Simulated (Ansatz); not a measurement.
Zinc (fcc) across density functionals

All rows: Ansatz, plane waves with scalar-relativistic PAW, 420 eV (500 eV for the SCAN forms), relaxed under each functional, no dispersion correction, no zero-point motion. B₀ comes from uniform scaling at fixed shape; a dash is a value not given.

```csv
functional,V (Å³/atom),cell,B₀ (GPa),magnetic state,ΔE to hcp (meV/atom)
PBE,15.19,a = 3.931 Å,69,spin not included,23
r²SCAN,14.36,a = 3.858 Å,88,spin not included,32
PBEsol,14.19,a = 3.843 Å,87,spin not included,25
LDA,13.56,a = 3.786 Å,100,spin not included,29
revPBE,15.69,a = 3.974 Å,61,spin not included,23
RPBE,15.89,a = 3.991 Å,58,spin not included,23
BLYP,16.76,a = 4.063 Å,42,spin not included,55
```

LDA gives the smallest volume and BLYP the largest.
